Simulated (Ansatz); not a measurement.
**Rh(111) with 4 layers of random Rh-Ru, 2x2: scattering by chemical disorder**

How strongly does chemical disorder scatter in Rh(111) with 4 layers of random Rh-Ru, 2x2?

Calculated with Ansatz 0.2.0; Ansatz plane-wave DFT, PBE, PAW files; ballistic transport by layer matching (Landauer), zero bias; PAW set soft_1.

Report form: the programs' logs are mostly left out.

## Step 1: The structure

The cell holds 40 atoms: 32 Rh and 8 Ru. Its edges and angles: a = 5.378 Å, b = 5.378 Å, c = 22.012 Å, α = 93.5°, β = 86.5°, γ = 120.0°. It derives from Rh. Regions: lead, 24 atoms (24 Rh); scattering region, 16 atoms (8 Ru and 8 Rh). The structure is stacked along c, and the current runs across the ab planes.

## Step 2: With 4 alloy layers

In 4 layers a share of 0.5 of the sites is given to Ru at random. The layers about the cell's end stay perfect and serve as the lead. Disorder leaves little or no symmetry, which makes such runs dear. Energies from -0.05 to 0.05 eV in steps of 0.05 eV are too few for the program's thermal sum, so it prints no conductance; for a metal the transmission near the Fermi level serves, at a fraction of the cost.

Contents of input.yaml:

```yaml
crystal:
  lattice:
    - [5.3783955991, 0.0, 0.0]
    - [-2.6891977995, 4.6578272204, 0.0]
    - [1.3445988998, -0.7763045367, 21.9572080876]
  atoms:
    - { symbol: Rh, position: [0.9916666667, 0.0083333333, 0.05] }
    - { symbol: Rh, position: [0.9916666667, 0.5083333333, 0.05] }
    - { symbol: Rh, position: [0.4916666667, 0.0083333333, 0.05] }
    - { symbol: Rh, position: [0.4916666667, 0.5083333333, 0.05] }
    - { symbol: Rh, position: [0.1416666667, 0.3583333333, 0.15] }
    - { symbol: Rh, position: [0.1416666667, 0.8583333333, 0.15] }
    - { symbol: Rh, position: [0.6416666667, 0.3583333333, 0.15] }
    - { symbol: Rh, position: [0.6416666667, 0.8583333333, 0.15] }
[... 28 atom lines left out ...]
    - { symbol: Rh, position: [0.8416666667, 0.1583333333, 0.95] }
    - { symbol: Rh, position: [0.8416666667, 0.6583333333, 0.95] }
    - { symbol: Rh, position: [0.3416666667, 0.1583333333, 0.95] }
    - { symbol: Rh, position: [0.3416666667, 0.6583333333, 0.95] }
kpoints:
  mp_grid: { grid: [5, 5, 1] }
hamiltonian:
  xc: pbe
  pseudopotentials: { kind: paw, azcp: { folder: soft_1 } }
scf:
  occupations: { method: fermi_dirac, width: 0.1 }
output:
  transmission:
    leads: [[0, 4]]
    kmesh: [10, 10]
    e_range: [-0.05, 0.05]
    de: 0.05
  write_potential: true
  write_density: true
  volumetric_format: npy
```

Launch:

```bash
> ansatz run input.yaml --threads 4 --pin off --max-ram 15360MiB --backend cpu --events-out ev --progress --plain --runs-dir out
```

Elapsed: 3.3 min, on 4 threads of Intel Xeon Platinum 8559C (Emerald Rapids), shared host; peak memory 5 GiB; 12 min of CPU time.

This step gave:

```yaml
free_energy: -251924.0238 eV
energy_at_zero_smearing: -251923.2370 eV
fermi_energy: 22.51 eV
cell_area: 25.05 Å²
transmission_per_spin_nearest_the_fermi_level: 4.596
open_channels_per_spin_nearest_the_fermi_level: 7.2
step_of_the_lead_s_potential: 21.8 meV
```

Per spin. Table of transmission, zone mean by energy, zero at the Fermi level:

```csv
energy (eV),"transmission, zone mean"
-0.0500,4.62
0.0000,4.60
0.0500,4.60
```

Per spin. The open channels, zone mean, lead by energy, zero at the Fermi level:

```csv
energy (eV),"open channels, zone mean, lead"
-0.0500,6.72
0.0000,7.2
0.0500,7.08
```

Transmission over k1 and k2. At 0.0000 eV from the Fermi level.

Values, 10 rows by 10 columns:
```
 4.7  4.9  3.7  4.6  3.7  4.8  4.5  3.8  5.7  3.8
 4.7  3.6  3.2  3.7  3.7  3.4  3.3  4.6  5.6  5.6
 4.3  4.3  3.7  4.8  5.7  4.7  3.9  4.1  4.4  3.7
 4.6  3.2  3.8  5.7  7.5  7.4  5.6  3.8  3.3  4.7
 4.7  4.9  3.5  4.6  7.4 10.1  7.4  4.6  3.5  4.9
 4.6  4.7  3.3  3.8  5.6  7.4  7.5  5.7  3.8  3.2
 4.3  3.7  4.4  4.1  3.9  4.7  5.7  4.8  3.7  4.3
 4.7  5.6  5.6  4.6  3.3  3.4  3.7  3.7  3.2  3.6
 4.7  3.8  5.7  3.8  4.5  4.8  3.7  4.6  3.7  4.9
 4.5  4.7  4.8  4.6  4.5  4.4  4.5  4.6  4.8  4.7
```
Columns: k1 (b1) from -0.5 to 0.4; rows upwards: k2 (b2) from -0.5 to 0.4.

Open channels over k1 and k2. At 0.0000 eV from the Fermi level.

Ten even steps from '_' (6.0) to '@' (12.0):
```
______**________**__
..__..----..__..****
..**--__..__--**..__
____--..++++..--____
____..__++@@++__..__
______--..++++..--__
..__..**--__..__--**
..****..__..----..__
____**________**____
____....______....__
```
Columns: k1 (b1) from -0.5 to 0.4; rows upwards: k2 (b2) from -0.5 to 0.4.

Over the solved energies the transmission per spin lies between 4.60 and 4.62, out of 7 channels of the lead on average (up to 7.2).

## Step 3: With 8 alloy layers

In 8 layers a share of 0.5 of the sites is given to Ru at random. A fresh draw is used; the growth of the resistance with length is what counts.

System of this step: Rh(111) with 8 layers of random Rh-Ru, 2x2. The cell holds 56 atoms: 40 Rh and 16 Ru. Cell: a = 5.378 Å, b = 5.378 Å, c = 30.779 Å, α = 87.5°, β = 92.5°, γ = 120.0°. It derives from Rh. Regions: lead, 24 atoms (24 Rh); scattering region, 32 atoms (16 Rh and 16 Ru). The structure is stacked along c, and the current runs across the ab planes.

Contents of input.yaml:

```yaml
crystal:
  lattice:
    - [5.3783955991, 0.0, 0.0]
    - [-2.6891977995, 4.6578272204, 0.0]
    - [-1.3445988998, 0.7763045367, 30.7400913226]
  atoms:
    - { symbol: Rh, position: [0.005952381, 0.994047619, 0.0357142857] }
    - { symbol: Rh, position: [0.005952381, 0.494047619, 0.0357142857] }
    - { symbol: Rh, position: [0.505952381, 0.994047619, 0.0357142857] }
    - { symbol: Rh, position: [0.505952381, 0.494047619, 0.0357142857] }
    - { symbol: Rh, position: [0.1845238095, 0.3154761905, 0.1071428571] }
    - { symbol: Rh, position: [0.1845238095, 0.8154761905, 0.1071428571] }
    - { symbol: Rh, position: [0.6845238095, 0.3154761905, 0.1071428571] }
    - { symbol: Rh, position: [0.6845238095, 0.8154761905, 0.1071428571] }
[... 44 atom lines left out ...]
    - { symbol: Rh, position: [0.3273809524, 0.1726190476, 0.9642857143] }
    - { symbol: Rh, position: [0.3273809524, 0.6726190476, 0.9642857143] }
    - { symbol: Rh, position: [0.8273809524, 0.1726190476, 0.9642857143] }
    - { symbol: Rh, position: [0.8273809524, 0.6726190476, 0.9642857143] }
kpoints:
  mp_grid: { grid: [5, 5, 1] }
hamiltonian:
  xc: pbe
  pseudopotentials: { kind: paw, azcp: { folder: soft_1 } }
scf:
  occupations: { method: fermi_dirac, width: 0.1 }
output:
  transmission:
    leads: [[0, 4]]
    kmesh: [10, 10]
    e_range: [-0.05, 0.05]
    de: 0.05
  write_potential: true
  write_density: true
  volumetric_format: npy
```

Run time: 5.3 min. Hardware: 4 threads; peak memory 8.6 GiB; 20 min of CPU time.

Numbers from this step:

* free energy: -350176.8440 eV
* energy at zero smearing: -350175.7496 eV
* Fermi energy: 22.56 eV
* transmission per spin nearest the Fermi level: 3.883
* step of the lead's potential: 19.9 meV

Per spin. Transmission, zone mean against energy, zero at the Fermi level:

```csv
energy (eV),"transmission, zone mean"
-0.0500,3.84
0.0000,3.88
0.0500,3.85
```

Over the solved energies the transmission per spin lies between 3.84 and 3.88, out of 7 channels of the lead on average (up to 7.2).

## Step 4: With 12 alloy layers

In 12 layers a share of 0.5 of the sites is given to Ru at random. A fresh draw is used; the growth of the resistance with length is what counts.

System of this step: Rh(111) with 12 layers of random Rh-Ru, 2x2. The cell holds 72 atoms: 48 Rh and 24 Ru. Its edges and angles: a = 5.378 Å, b = 5.378 Å, c = 39.523 Å, α = 90.0°, β = 90.0°, γ = 120.0°. It derives from Rh. Regions: lead, 24 atoms (24 Rh); scattering region, 48 atoms (24 Ru and 24 Rh). The structure is stacked along c, and the current runs across the ab planes.

Contents of input.yaml:

```yaml
crystal:
  lattice:
    - [5.3783955991, 0.0, 0.0]
    - [-2.6891977995, 4.6578272204, 0.0]
    - [0.0, 0.0, 39.5229745576]
  atoms:
    - { symbol: Rh, position: [0.0, 0.0, 0.0277777778] }
    - { symbol: Rh, position: [0.0, 0.5, 0.0277777778] }
    - { symbol: Rh, position: [0.5, 0.0, 0.0277777778] }
    - { symbol: Rh, position: [0.5, 0.5, 0.0277777778] }
    - { symbol: Rh, position: [0.1666666667, 0.3333333333, 0.0833333333] }
    - { symbol: Rh, position: [0.1666666667, 0.8333333333, 0.0833333333] }
    - { symbol: Rh, position: [0.6666666667, 0.3333333333, 0.0833333333] }
    - { symbol: Rh, position: [0.6666666667, 0.8333333333, 0.0833333333] }
[... 60 atom lines left out ...]
    - { symbol: Rh, position: [0.3333333333, 0.1666666667, 0.9722222222] }
    - { symbol: Rh, position: [0.3333333333, 0.6666666667, 0.9722222222] }
    - { symbol: Rh, position: [0.8333333333, 0.1666666667, 0.9722222222] }
    - { symbol: Rh, position: [0.8333333333, 0.6666666667, 0.9722222222] }
kpoints:
  mp_grid: { grid: [5, 5, 1] }
hamiltonian:
  xc: pbe
  pseudopotentials: { kind: paw, azcp: { folder: soft_1 } }
scf:
  occupations: { method: fermi_dirac, width: 0.1 }
output:
  transmission:
    leads: [[0, 4]]
    kmesh: [10, 10]
    e_range: [-0.05, 0.05]
    de: 0.05
  write_potential: true
  write_density: true
  volumetric_format: npy
```

Elapsed: 8.9 min, on 4 threads; peak memory 9.6 GiB; 33 min of CPU time.

This step gave:

```
free energy                                   : -448429.8642 eV
energy at zero smearing                       : -448428.5181 eV
Fermi energy                                  : 22.58 eV
transmission per spin nearest the Fermi level : 3.295
step of the lead's potential                  : 21.1 meV
```

Per spin. The transmission, zone mean by energy, zero at the Fermi level:

```csv
energy (eV),"transmission, zone mean"
-0.0500,3.29
0.0000,3.29
0.0500,3.25
```

Over the solved energies the transmission per spin lies between 3.25 and 3.29, out of 7 channels of the lead on average (up to 7.2).

## Step 5: The fit

This step: Ansatz plane-wave DFT, PBE, PAW files; ballistic transport by layer matching (Landauer), zero bias; residual resistivity from the slope of the area resistance, atoms on the host's lattice; PAW set soft_1 (Ansatz 0.2.0).

This step gave:

```
resistivity           : 16.15 µΩ cm
intercept             : 0.09658 fΩ m²
scatter about the fit : 0.002850 fΩ m²
```

Resistance, by row:

```csv
run,length (Å),T,channels N,RA (fΩ m²)
n4,8.783,4.604,7,0.2404
n8,17.57,3.858,7,0.3762
n12,26.35,3.28,7,0.524
```

Table of area resistance by length of the alloy:

```csv
length of the alloy (Å),area resistance (fΩ m²)
8.78,0.240
17.57,0.376
26.35,0.524
```

The area resistance goes from 0.24 to 0.52 fΩ m² between 8.8 and 26.3 Å, a slope of 16 µΩ cm.

By hand from the end points: (0.5240 − 0.2404) fΩ m² / (26.35 − 8.78) Å = 16 µΩ cm, since 1 fΩ m² per Å is 1000 µΩ cm.

## Step 6: Outcome

```
resistivity from the slope  : 16.1 µΩ cm
area resistance over 8.78 Å : 0.240 fΩ m²
area resistance over 17.6 Å : 0.376 fΩ m²
area resistance over 26.3 Å : 0.524 fΩ m²
```

What this shows: The slope gives 16 µΩ cm. The points scatter by 0.0028 fΩ m² about the line, with one random draw a length in a 2x2 cell, so the slope is a rough value. Read with a model of isotropic scattering on a spherical Fermi surface and the lead's 2.2×10¹⁵ S/m², this slope means a mean free path near 22 Å (a rough figure, since the alloy's own channel count differs); over these lengths the model's slope is 1.03 times its bulk resistivity, which would be 16 µΩ cm. The atoms sit on the host's lattice, so scattering by size misfit is left out. With 50 % of Ru, whose own structure is another, this is a hypothetical phase.

[Logs are printed without paths, hosts, clocks, repeated set-up lines and the standing remarks that a program may print on its own settings, such as how far it seeks lower states.]

[Hosts, paths, dates, database ids (printed as entryN), source tags and the programs' standing remarks are cut or masked in the printed files.]
